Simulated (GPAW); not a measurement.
# Ni: relaxation of cell and atoms with RPBE

The system is Ni.

```
Ni
1.0
     0.00000    1.73757    1.73757
     1.73757    0.00000    1.73757
     1.73757    1.73757    0.00000
Ni
1
Direct
  0.00000 0.00000 0.00000
```

```yaml
Program: GPAW 26.7.0
Task: relaxation of cell and atoms
Functional: RPBE
Potentials_or_basis: the program's PAW data sets (release 1.2.1) made for this functional
Cutoff: 600 eV
Basis: pw
k_mesh: 13 × 13 × 13
Occupations: fermi-dirac, width 0.05 eV
Spin: collinear spin, ferromagnetic start
Starting_moments: "[1.0] μB"
Target_pressure: 1 GPa
Maxiter: 150
Optimizer: BFGS
Fmax: 0.05 eV/Å
Max_steps: 100
Target_pressure: 1 GPa
Convergence: density=1e-05 forces=0.0001
```

| Item | Value |
| --- | --- |
| Relaxed volume | 11.23 Å³/atom |
| Relaxed cell | a = 2.513 Å, b = 2.513 Å, c = 2.513 Å, α = 60.00°, β = 60.00°, γ = 60.00° |
| Space group after relaxing (to 0.05 Å) | Fm-3m (No. 225) |
| Energy change on relaxing (the enthalpy is what falls) | -40.0 meV/atom |
| Ionic steps | 3 |
| Pressure after relaxing | 1.5 GPa |
| Band gap on the k mesh | none (metal or under the smearing width) |
| Net moment | 0.64 μB per cell |
| Site moments | Ni +0.68 μB |

Step by step:
```csv
step,energy change (eV),largest force (eV/Å),pressure (GPa),volume (Å³)
1,0.0000,0.0000,17.07,10.49
2,-0.0343,0.0000,6.14,10.98
3,-0.0400,0.0000,1.46,11.23
```

Final structure:
```yaml
crystal:
  lattice:
    - [0.00000, 1.77728, 1.77728]
    - [1.77728, 0.00000, 1.77728]
    - [1.77728, 1.77728, 0.00000]
  atoms:
    - { symbol: Ni, position: [0.00000, 0.00000, 0.00000] }
```

Levels at points of the mesh, in eV from the Fermi level:
Spin up:
| k point | band 4 | band 5 | band 6 | band 7 | band 8 | band 9 | band 10 | band 11 | band 12 | band 13 |
| --- | --- | --- | --- | --- | --- | --- | --- | --- | --- | --- |
| (0.00, 0.00, 0.00) | -8.98 | -2.45 | -2.45 | -2.45 | -1.29 | -1.29 | 23.32 | 26.80 | 26.80 | 26.80 |
Spin down:
```csv
k point,band 4,band 5,band 6,band 7,band 8,band 9,band 10,band 11,band 12,band 13
"(0.00, 0.00, 0.00)",-9.05,-1.65,-1.65,-1.65,-0.68,-0.68,23.09,26.76,26.76,26.76
```

Run time: 57 s on 1 thread of Arm Neoverse V2, with other jobs on the host, peak memory 0.17 GiB.

Caveat: each step starts from the last one's moments, so a moment once lost doesn't come back; the stock nickel data set gives pressures a few GPa off other programs; later steps reuse the first step's grids.
